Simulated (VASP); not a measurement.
# GaAs: how cutoff and mesh change the relaxed cell, part 2 of 2

How far does the relaxed cell of GaAs depend on cutoff and k mesh? The starting structure is a measured crystal structure from the Crystallography Open Database. The first relaxation on each setting starts from this cell expanded by 3 % in volume.

VASP 6.6.1.

Results so far: reference 22.66 Å³ an atom; a cutoff of 280 eV 22.54 Å³ an atom; a 4×4×4 mesh 22.75 Å³ an atom.

### Step 5. Relaxation with a cutoff of 600 eV

Level of this step: PBEsol; plane waves and PAW (As, Ga_d) (VASP).

Against step 2 the input has ENCUT = 600. This run starts from the cell of an earlier relaxation, which isn't shown; the restart sets up the plane waves anew.

The input, INCAR:

```
SYSTEM = GaAs
PREC = Accurate
ENCUT = 600
EDIFF = 1E-06
NELM = 100
ISMEAR = 0
SIGMA = 0.03
LREAL = .FALSE.
ALGO = Normal
GGA = PS
NBANDS = 15
LORBIT = 11
LWAVE = .FALSE.
LCHARG = .FALSE.
KPAR = 8
IBRION = 2
NSW = 50
ISIF = 3
EDIFFG = -0.006
```

The input, POSCAR:

```
GaAs
1.0
    0.0000000000      2.8304010140      2.8304010140
    2.8304010140      0.0000000000      2.8304010140
    2.8304010140      2.8304010140      0.0000000000
As Ga
1 1
Direct
    0.7500000000      0.7500000000      0.7500000000
    0.0000000000      0.0000000000      0.0000000000
```

The input, KPOINTS:

```
Automatic mesh
0
Gamma
6 6 6
0 0 0
```

The projector-augmented-wave data sets are As and Ga_d (PBE family, release 64).

Command:

```
> mpirun -np 8 vasp_std
```

The program printed:

```text
[... set-up lines as in an earlier step ...]
 entering main loop
       N       E                     dE             d eps       ncg     rms          rms(c)
DAV:   1     0.834861839665E+02    0.83486E+02   -0.96992E+03   488   0.179E+03
DAV:   2    -0.264098146559E+01   -0.86127E+02   -0.82907E+02   557   0.328E+02
DAV:   3    -0.917635064191E+01   -0.65354E+01   -0.65112E+01   578   0.707E+01
DAV:   4    -0.926855961819E+01   -0.92209E-01   -0.92190E-01   578   0.936E+00
[...]
DAV:  10    -0.906535285573E+01   -0.34205E-04   -0.53159E-05   670   0.768E-02    0.232E-02
DAV:  11    -0.906537501514E+01   -0.22159E-04   -0.26441E-05   536   0.550E-02    0.259E-03
DAV:  12    -0.906537501148E+01    0.36580E-08   -0.91545E-07   457   0.161E-02
   1 F= -.90653750E+01 E0= -.90653750E+01  d E =-.906538E+01
[...]
N       E                     dE             d eps       ncg     rms          rms(c)
DAV:   1    -0.906549510922E+01   -0.12009E-03   -0.14403E-03   613   0.708E-01    0.621E-02
DAV:   2    -0.906540393094E+01    0.91178E-04   -0.15098E-04   599   0.274E-01    0.284E-02
DAV:   3    -0.906538057319E+01    0.23358E-04   -0.24343E-05   634   0.947E-02    0.631E-03
DAV:   4    -0.906537826808E+01    0.23051E-05   -0.24781E-06   453   0.214E-02    0.218E-03
DAV:   5    -0.906537787421E+01    0.39387E-06   -0.19444E-07   282   0.611E-03
   2 F= -.90653779E+01 E0= -.90653779E+01  d E =-.286272E-05
 trial-energy change:   -0.000003  1 .order   -0.000001   -0.000011    0.000009
 step:   0.5285(harm=  0.5285)  dis= 0.00000  next Energy=    -9.065378 (dE=-0.278E-05)
 reached required accuracy - stopping structural energy minimisation
```

It took 5 s on 8 MPI ranks of Intel Xeon Platinum 8488C (Sapphire Rapids), shared host; peak memory 1.5 GiB; 35 s of CPU time.

Parts of OUTCAR (step 5):

```text
  Total       -0.0107500     -0.0107500     -0.0107500     -0.0000000      0.0000000     -0.0000000
  in kB       -0.3794596     -0.3794596     -0.3794596     -0.0000000      0.0000000     -0.0000000
  external PRESSURE =      -0.3794596 kB  Pullay stress =       0.0000000 kB

 POSITION                                       TOTAL-FORCE (eV/Angst)
 -----------------------------------------------------------------------------------
      4.24684      4.24684      4.24684         0.000000      0.000000      0.000000
      2.83122      2.83122     -0.00000        -0.000000     -0.000000     -0.000000
 -----------------------------------------------------------------------------------
    total drift:                               -0.000001     -0.000001     -0.000001

  FREE ENERGIE OF THE ION-ELECTRON SYSTEM (eV)
  ---------------------------------------------------
  free  energy   TOTEN  =        -9.0653778742 eV

  energy  without entropy=       -9.0653778742  energy(sigma->0) =       -9.06537787

[... 2 parts as in an earlier step ...]

[... 2 further parts left out ...]
[key lines of the parts left out:]
E-fermi :   3.9583
```

With a cutoff of 600 eV the cell ends at 22.695 Å³ an atom, +0.15 % from the reference; the bulk modulus is 70.1 GPa against 70.3 GPa.

### Step 6. Relaxation with a 10×10×10 mesh

Against step 2 the input has a 10×10×10 mesh. This run starts from the cell of an earlier relaxation, which isn't shown; the restart sets up the plane waves anew.

INCAR: that of step 5 with these lines changed.

```diff
@@ -2,3 +2,3 @@
 PREC = Accurate
-ENCUT = 600
+ENCUT = 450
 EDIFF = 1E-06
```

The input, POSCAR:

```
GaAs
1.0
    0.0000000000      2.8302095759      2.8302095759
    2.8302095759      0.0000000000      2.8302095759
    2.8302095759      2.8302095759      0.0000000000
As Ga
1 1
Direct
    0.7500000000      0.7500000000      0.7500000000
    0.0000000000      0.0000000000      0.0000000000
```

The input, KPOINTS:

```
Automatic mesh
0
Gamma
10 10 10
0 0 0
```

Command:

```
> mpirun -np 8 vasp_std
```

The program printed:

```text
[... set-up lines as in an earlier step ...]
 entering main loop
       N       E                     dE             d eps       ncg     rms          rms(c)
DAV:   1     0.775792079770E+02    0.77579E+02   -0.82977E+03  1450   0.149E+03
DAV:   2    -0.299881189274E+01   -0.80578E+02   -0.77598E+02  1550   0.302E+02
DAV:   3    -0.919329427537E+01   -0.61945E+01   -0.61721E+01  1760   0.671E+01
DAV:   4    -0.928778555044E+01   -0.94491E-01   -0.94466E-01  1638   0.917E+00
[...]
DAV:  10    -0.909026548528E+01   -0.30420E-04   -0.51919E-05  2060   0.721E-02    0.228E-02
DAV:  11    -0.909028596539E+01   -0.20480E-04   -0.24324E-05  1557   0.515E-02    0.238E-03
DAV:  12    -0.909028599743E+01   -0.32042E-07   -0.76023E-07  1398   0.143E-02
   1 F= -.90902860E+01 E0= -.90902860E+01  d E =-.909029E+01
[...]
reached required accuracy - stopping structural energy minimisation
```

The job ended after 4.2 s (8 MPI ranks; peak memory 1.3 GiB).

Parts of OUTCAR (step 6):

```text
  Total        0.0056375      0.0056375      0.0056375     -0.0000000      0.0000000     -0.0000000
  in kB        0.1992091      0.1992091      0.1992091     -0.0000000      0.0000000     -0.0000000
  external PRESSURE =       0.1992091 kB  Pullay stress =       0.0000000 kB

 POSITION                                       TOTAL-FORCE (eV/Angst)
 -----------------------------------------------------------------------------------
      4.24531      4.24531      4.24531         0.000000      0.000000      0.000000
      0.00000      0.00000      0.00000        -0.000000     -0.000000     -0.000000
 -----------------------------------------------------------------------------------
    total drift:                               -0.000001     -0.000001     -0.000001

  FREE ENERGIE OF THE ION-ELECTRON SYSTEM (eV)
  ---------------------------------------------------
  free  energy   TOTEN  =        -9.0902859974 eV

  energy  without entropy=       -9.0902859974  energy(sigma->0) =       -9.09028600

[... 1 part as in an earlier step ...]

[... 3 further parts left out ...]
[key lines of the parts left out:]
E-fermi :   3.9699
```

With a 10×10×10 mesh the cell ends at 22.670 Å³ an atom, +0.04 % from the reference; the bulk modulus is 69.7 GPa against 70.3 GPa.

### Step 7. Comparison

```tsv
run	volume (Å³/atom)	change (%)	bulk modulus (GPa)	pressure left (GPa)	core minutes
reference	22.662	-	70.3	0.02	1.44
a cutoff of 280 eV	22.538	-0.54	71.9	-0.02	0.827
a 4×4×4 mesh	22.751	0.4	70.3	0.0	1.12
a cutoff of 600 eV	22.695	0.15	70.1	-0.04	2.03
a 10×10×10 mesh	22.67	0.04	69.7	0.02	2.16
```

Core minutes are wall time times ranks, summed over the relaxations behind a row (those for a bulk modulus apart), on shared hosts.

### Step 8. Outcome

```json
{
 "volume of the reference": "22.66 Å³/atom",
 "volume against the reference, a cutoff of 280 eV": "-0.54 %",
 "volume against the reference, a 4×4×4 mesh": "+0.40 %",
 "volume against the reference, a cutoff of 600 eV": "+0.15 %",
 "volume against the reference, a 10×10×10 mesh": "+0.04 %"
}
```

The volume moves most with a cutoff of 280 eV: -0.54 % against the reference (450 eV, 6×6×6 mesh). On finer settings it changes by +0.15 % with a cutoff of 600 eV and +0.04 % with a 10×10×10 mesh. The relaxations stop with up to 0.04 GPa left, which at the bulk modulus found here is 0.05 % of the volume. A cell that shrinks at the lower cutoff is the usual mark of Pulay stress, the error that a plane-wave basis makes when it is kept while the volume changes. The bulk modulus is more sensitive: it changes by +2.3 % with a cutoff of 280 eV. Further runs on this material are not shown.

[Lines on the potential files, build, host, timing and source positions are cut from VASP's logs without a mark.]

[Logs are printed without paths, hosts, clocks, repeated set-up lines and the standing remarks that a program may print on its own settings, such as how far it seeks lower states.]

[Hosts, paths, dates, database ids (printed as entryN), source tags and the programs' standing remarks are cut or masked in the printed files.]
